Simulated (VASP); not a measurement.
A run of VASP 6.6.1 is set up as follows.

INCAR

```
SYSTEM = GaN
PREC = Accurate
ENCUT = 520
EDIFF = 1E-6
ISMEAR = -1
SIGMA = 0.05
LREAL = .False.
LASPH = .True.
NELM = 80
ALGO = Normal
ISIF = 2
LWAVE = .False.
LCHARG = .False.
METAGGA = LAK
LMIXTAU = .True.
NBANDS = 26
```

KPOINTS

```
Automatic mesh
0
Gamma
  10 10 5
  0 0 0
```

The input POSCAR:

```
GaN
1.0
    3.1800000000      0.0000000000      0.0000000000
   -1.5900000000      2.7539607840      0.0000000000
    0.0000000000      0.0000000000      5.1660000000
Ga N
2 2
Direct
    0.6666666667      0.3333333333      0.5000000000
    0.3333333333      0.6666666667      0.0000000000
    0.6666666667      0.3333333333      0.8750000000
    0.3333333333      0.6666666667      0.3750000000
```

KPOINTS_OPT

```
path GMKGALHA,LM,KH
15
line-mode
reciprocal
 0.0000000000  0.0000000000  0.0000000000  G
 0.5000000000  0.0000000000  0.0000000000  M

 0.5000000000  0.0000000000  0.0000000000  M
 0.3333333333  0.3333333333  0.0000000000  K

 0.3333333333  0.3333333333  0.0000000000  K
 0.0000000000  0.0000000000  0.0000000000  G

 0.0000000000  0.0000000000  0.0000000000  G
 0.0000000000  0.0000000000  0.5000000000  A

 0.0000000000  0.0000000000  0.5000000000  A
 0.5000000000  0.0000000000  0.5000000000  L

 0.5000000000  0.0000000000  0.5000000000  L
 0.3333333333  0.3333333333  0.5000000000  H

 0.3333333333  0.3333333333  0.5000000000  H
 0.0000000000  0.0000000000  0.5000000000  A

 0.5000000000  0.0000000000  0.5000000000  L
 0.5000000000  0.0000000000  0.0000000000  M

 0.3333333333  0.3333333333  0.0000000000  K
 0.3333333333  0.3333333333  0.5000000000  H
```

Potentials or basis: VASP PAW PBE potentials, release 64 (Ga_d, N).

The run is started by

```sh
$ cat potpaw_PBE.64/Ga_d/POTCAR potpaw_PBE.64/N/POTCAR > POTCAR
$ mpirun -np 1 vasp_std > vasp.out
```

**Question.** Estimate the band gap along the path.

**Answer.** 2.79 eV, direct.

**Question.** Estimate the band gap on the k mesh.

**Answer.** 2.79 eV, direct.

**Question.** Predict the pressure.

**Answer.** 8.3 GPa.

**Question.** Predict the largest force.

**Answer.** 0.188 eV/Å.

Forces in eV/Å, atoms in the order of the input:
```
Ga   0.000  0.000 -0.188
Ga   0.000  0.000 -0.188
N    0.000  0.000  0.188
N    0.000  0.000  0.188
```

Caveat: the PAW data sets were made with another functional, which shifts forces and pressure a little.

**The experiment to reproduce.**

From “Studying electronic properties in GaN without electrical contacts using γ-γ vs e−-γ Perturbed Angular Correlations”, 2019, pmc:6823545, for a bulk crystal of GaN: band gap 3.503 ± 0.005 eV (direct).

Measured gap of GaN: 3.503 eV (direct; quoted in “Studying electronic properties in GaN without electrical contacts using γ-γ vs e−-γ Perturbed Angular Correlations”, 2019, pmc:6823545). This calculation gives 2.79 eV (-0.71 eV). Spin-orbit coupling on Ga is left out. The value is that of LAK, without temperature or zero-point motion.
